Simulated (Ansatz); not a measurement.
# NaCl under compression: one row to predict

The cell was reached from a generator's guess, though it ends in a space group that the Crystallography Open Database lists for this formula.

Level of theory: DFT PBE, scalar-relativistic, plane waves, PAW (Ansatz 0.2.0). Plane waves to 420 eV, an 8×8×8 mesh through Γ for the 2-atom cell and 0.02 eV Gaussian smearing; no spin polarisation.

```cif
data_structure
_symmetry_space_group_name_H-M 'Fm-3m'
_symmetry_Int_Tables_number 225
_cell_length_a 5.6961
_cell_length_b 5.6961
_cell_length_c 5.6961
_cell_angle_alpha 90.000
_cell_angle_beta 90.000
_cell_angle_gamma 90.000
_cell_volume 184.81
loop_
_atom_site_label
_atom_site_type_symbol
_atom_site_symmetry_multiplicity
_atom_site_Wyckoff_symbol
_atom_site_fract_x
_atom_site_fract_y
_atom_site_fract_z
_atom_site_occupancy
Na1 Na 4 a 0.00000 0.00000 0.00000 1
Cl1 Cl 4 b 0.50000 0.00000 0.00000 1
```

The cell was set to several volumes, with shape and atoms relaxed at each where symmetry leaves them free. Pressure is positive in compression, and energies count from the lowest row.

| row | V (Å³/atom) | P (GPa) | ΔE (meV/atom) | gap on mesh (eV) |
| --- | --- | --- | --- | --- |
| 1 | 20.329 | 4.06 | 31.1 | 5.51 |
| 2 | 21.022 | ? | ? | ? |
| 3 | 21.715 | 1.68 | 6.9 | 5.23 |
| 4 | 22.408 | 0.77 | 1.6 | 5.11 |
| 5 | 23.101 | 0.00 | 0.0 | 5.00 |
| 6 | 23.795 | -0.65 | 1.5 | 4.89 |
| 7 | 24.488 | -1.21 | 5.5 | 4.79 |
| 8 | 25.412 | -1.81 | 14.3 | 4.66 |

Question: Find B = −V·ΔP/ΔV from rows 4 and 6 and from rows 1 and 3, and from the two its slope B′ and its value B0 at zero pressure.

Answer: Rows 4 and 6 give −(22.408 + 23.795)/2 × (-0.65 − (0.77))/(23.795 − 22.408) = 23.7 GPa at a mean pressure of 0.06 GPa. Rows 1 and 3 give −(20.329 + 21.715)/2 × (1.68 − (4.06))/(21.715 − 20.329) = 36.1 GPa at a mean pressure of 2.87 GPa. So B′ = (36.1 − 23.7)/(2.87 − (0.06)) = 4.41 and B0 = 23.7 − 4.41 × (0.06) = 23.4 GPa. A third-order Birch–Murnaghan fit to all the energies gives B0 = 23.6 GPa and B′ = 4.6.

Question: Estimate the pressure and energy of row 2.

Answer: From row 5, V0 = 23.101 × (1 + (0.00)/23.4) = 23.101 Å³/atom. Murnaghan's form P = (B0/B′)·[(V0/V)^B′ − 1] gives (23.4/4.41) × [(23.101/21.022)^4.41 − 1] = 2.74 GPa; the computed pressure is 2.77 GPa, so the estimate is off by -0.03 GPa. The work of compression from row 3, with the mean of the two pressures, gives ΔE = 6.9 + (2.74 + 1.68)/2 × (21.715 − 21.022)/160.2 × 1000 = 16.5 meV/atom (1 eV/Å³ = 160.2 GPa); the computed value is 16.4 meV/atom.

Question: Fit the gap against pressure through the other rows and estimate it at the computed pressure of row 2.

Answer: Over the 7 rows the mean pressure is 0.4057 GPa and the mean gap is 5.027 eV. The sums of products of deviations are S_xx = 23.91 and S_xy = 3.406, so the slope is 3.406/23.91 = 0.1425 (r = 0.99, rms misfit 0.03 eV). At 2.77 GPa the line gives 5.027 + (0.1425) × (2.77 − 0.4057) = 5.36 eV. The computed value is 5.37 eV, so the line is off by -0.01 eV, less than the largest miss among the fitted rows (0.05 eV).

Kohn–Sham gaps at this level usually fall short of measured ones. All volumes keep the k mesh of the relaxed cell. This cell was reached by moving the atoms of another relaxed cell at random and relaxing again, last within the group found; it had no such test of its own.
